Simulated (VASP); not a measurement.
Runs of VASP 6.6.1 on HfO2. Symmetry: P2_1/c, No. 14, monoclinic system. Conventional cell: a = 5.118 Å, b = 5.186 Å, c = 5.284 Å, α = 90.00°, β = 99.35°, γ = 90.00°. Hf (site symmetry 1) has 7 O at 2.03 to 2.25 Å as nearest neighbours. O (site symmetry 1) is surrounded by 4 Hf at 2.14 to 2.25 Å. O (site symmetry 1) is surrounded by 3 Hf at 2.03 to 2.12 Å. 

```tsv
level	potentials or basis	gap on the mesh (eV)	pressure (GPa)	relaxed volume (Å³/atom)	largest force (eV/Å)
r2SCAN	VASP PAW PBE potentials, release 64 (Hf_pv, O)	4.60	0.0	(b)	0.01
PBEsol	VASP PAW PBE potentials, release 64 (Hf_pv, O)	3.96	0.0	11.27	0.01
PBE+D3(BJ)	VASP PAW PBE potentials, release 64 (Hf_pv, O)	4.04	0.0	11.48	0.01
LDA	VASP PAW LDA potentials, release 64 (Hf_pv, O)	3.94	-0.1	(a)	0.01
PBE	VASP PAW PBE potentials, release 64 (Hf_pv, O)	4.03	0.0	11.66	0.01
```

Alike in all rows: task relaxation of cell and atoms; no spin polarisation; cell relaxed; k mesh 6 × 6 × 6; cutoff (eV) 600; smearing gaussian 0.03 eV.

Question: Estimate the missing entries.

Answer: (a) 11.00; (b) 11.37.

Caveats: spin-orbit coupling is left out, which moves the levels of the heavy elements; the PAW data sets were made with another functional, which shifts forces and pressure a little (some runs).

A k mesh can miss the band edges, and the runs leave out spin-orbit coupling on Hf.

Not every run made on this cell is shown here.
